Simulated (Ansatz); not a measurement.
SrO: pressure against volume

SrO, Fm-3m, a = 5.195 Å. Ansatz: PBE, PAW, 420 eV, Γ-centred 8×8×8 mesh on 2 atoms, Gaussian smearing 0.02 eV; no spin polarisation. Symmetry fixes shape and atoms, so the cell is only scaled; pressure is positive in compression.

```
V (Å³/atom) P (GPa)
     15.420    14.42
     15.946        ?
     16.471     6.03
     16.997     2.77
     17.523     0.01
     18.048    -2.33
     18.574    -4.31
     19.275    -6.50
```

Q: Take V0 = 17.523 Å³/atom, count pressures from its P0 = 0.01 GPa, fit the third-order Birch–Murnaghan form to the other rows, and predict the missing pressure.

A: With the Eulerian strain f = ½[(V0/V)^(2/3) − 1] and y = (P − P0)/[3f(1 + 2f)^(5/2)], the form is the line y = B0 + 1.5 B0 (B0′ − 4) f. Rows (f, y): 0.04449, 87.2; 0.02107, 85.9; 0.01026, 85.2; -0.00974, 84.1; -0.01904, 83.3; -0.03078, 82.6. Means f = 0.002710, y = 84.717; Σ(Δf)² = 0.003889, ΣΔfΔy = 0.2385; the slope is their ratio. y = 84.55 + 61.32 f GPa, so B0 = 84.5 GPa and B0′ = 4 + 2 × (61.32)/(3 × 84.55) = 4.48. At V = 15.946, f = 0.03244, y = 86.54 and P = 9.87 GPa. The run gave 9.87 GPa, the same to the digits shown.